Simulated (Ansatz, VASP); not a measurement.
Two plane-wave programs on Re

The input INCAR:

```
ALGO = Fast ; EDIFF = 1E-6
ENCUT = 520 ; GGA = PS
ISIF = 2 ; ISMEAR = 0
LASPH = True ; LCHARG = False
LREAL = False ; LWAVE = False
NBANDS = 10 ; NELM = 80
PREC = Accurate ; SIGMA = 0.1
```

Contents of KPOINTS:

```
k-points
0
Gamma
  18 18 18
```

The input POSCAR:

```
Re
1.0
    0.0000000000      1.9370010000      1.9370010000
    1.9370010000      0.0000000000      1.9370010000
    1.9370010000      1.9370010000      0.0000000000
Re
1
Direct
    0.0000000000      0.0000000000      0.0000000000
```

Input for Ansatz:

```yaml
crystal:
  lattice:
    - [0.0, 1.937001, 1.937001]
    - [1.937001, 0.0, 1.937001]
    - [1.937001, 1.937001, 0.0]
  atoms:
    - { symbol: Re, position: [0.0, 0.0, 0.0] }
basis:
  ecutwfc: 420
kpoints:
  mp_grid: { grid: [18, 18, 18] }
hamiltonian:
  xc: pbesol
scf:
  occupations: { method: gaussian, width: 0.1 }
output:
  forces: true
  stress: true
  eigenvalues: true
  populations: true
```

Alike in both runs: task single point; functional PBEsol; k mesh 18 × 18 × 18; occupations gaussian, width 0.1 eV; no spin polarisation.

|  | VASP | Ansatz |
| --- | --- | --- |
| version | VASP 6.6.1 | Ansatz 0.2.0 |
| potentials or method | VASP PAW PBE potentials, release 64 (Re) | scalar-relativistic, plane waves, PAW |
| plane-wave cutoff (eV) | 520 | 420 |
| valence electrons in the cell | 7 | 15 |

Ansatz gave:

- gap on the k mesh at the Fermi level (eV): none
- pressure (GPa): 2.0

Problem. Estimate VASP's values.

Solution. gap on the k mesh at the Fermi level (eV): none; pressure (GPa): 1.9.

A gap of «none» marks a metal or a gap that the smearing closes. The two sets of potentials don't hold the same shells in valence.

Caveats: the PAW data sets were made with another functional, which shifts forces and pressure a little (VASP). The runs have no spin-orbit coupling, so splittings on Re are missing.
